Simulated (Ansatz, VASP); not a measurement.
**Be in VASP and in Ansatz**

File INCAR:

```
SYSTEM = Be
PREC = Accurate ; ENCUT = 520
EDIFF = 1E-6 ; ISMEAR = -1
SIGMA = 0.05 ; LREAL = .FALSE.
LASPH = .TRUE. ; NELM = 80
ALGO = Normal ; ISIF = 2
LWAVE = .FALSE. ; LCHARG = .FALSE.
GGA = PS ; NBANDS = 12
```

Contents of KPOINTS:

```
regular mesh
0
G
  9 9 14
  0 0 0
```

The input POSCAR:

```
Be
1.0
    3.7093458600      0.0000000000      0.0000000000
    0.0000000000      3.7093458600      0.0000000000
    0.0000000000      0.0000000000      2.2812800000
Be
4
Direct
    0.2974080000      0.2974080000      0.0000000000
    0.7025920000      0.7025920000      0.0000000000
    0.2025920000      0.7974080000      0.5000000000
    0.7974080000      0.2025920000      0.5000000000
```

Input for Ansatz:

```yaml
crystal:
  lattice:
    - [3.70934586, 0.0, 0.0]
    - [0.0, 3.70934586, 0.0]
    - [0.0, 0.0, 2.28128]
  atoms:
    - { symbol: Be, position: [0.297408, 0.297408, 0.0] }
    - { symbol: Be, position: [0.702592, 0.702592, 0.0] }
    - { symbol: Be, position: [0.202592, 0.797408, 0.5] }
    - { symbol: Be, position: [0.797408, 0.202592, 0.5] }
kpoints:
  mp_grid: { grid: [9, 9, 14] }
  band_path:
    path:
      - [0.0, 0.0, 0.0]
      - [0.0, 0.5, 0.0]
      - [0.5, 0.5, 0.0]
      - [0.0, 0.0, 0.0]
      - [0.0, 0.0, 0.5]
      - [0.0, 0.5, 0.5]
      - [0.5, 0.5, 0.5]
      - [0.0, 0.0, 0.5]
      - [0.0, 0.5, 0.0]
    npoints: 5
scf:
  occupations: { method: fermi_dirac, width: 0.05 }
hamiltonian:
  xc: pbesol
  pseudopotentials: { kind: all_electron, lapw: { basis_error: 0.001 } }
output:
  forces: true
  stress: true
  eigenvalues: true
```

Change from the starting cell: equal xx and yy strain of -1 %.

Alike in both runs: task single point; functional PBEsol; k mesh 9 × 9 × 14; occupations fermi-dirac, width 0.05 eV; no spin polarisation.

```csv
,VASP,Ansatz
version,VASP 6.6.1,Ansatz 0.2.0
potentials or method,"VASP PAW PBE potentials, release 64 (Be)","all-electron LAPW, scalar-relativistic"
plane-wave cutoff (eV),520,see its input
```

|  | VASP | Ansatz | Ansatz less VASP |
| --- | --- | --- | --- |
| pressure (GPa) | 1.6 | 1.2 | -0.47 |
| largest component of the traceless stress (GPa) | 1.53 | 1.53 | +0.001 |
| rms of the force components (eV/Å) | 0.035 | 0.032 | -0.0022 |

Atom by atom the forces differ by 0.002 eV/Å (rms over components). Ansatz ran all-electron here, so the differences hold the error of VASP's frozen core and of both bases.

Caveats: the PAW data sets were made with another functional, which shifts forces and pressure a little (VASP).
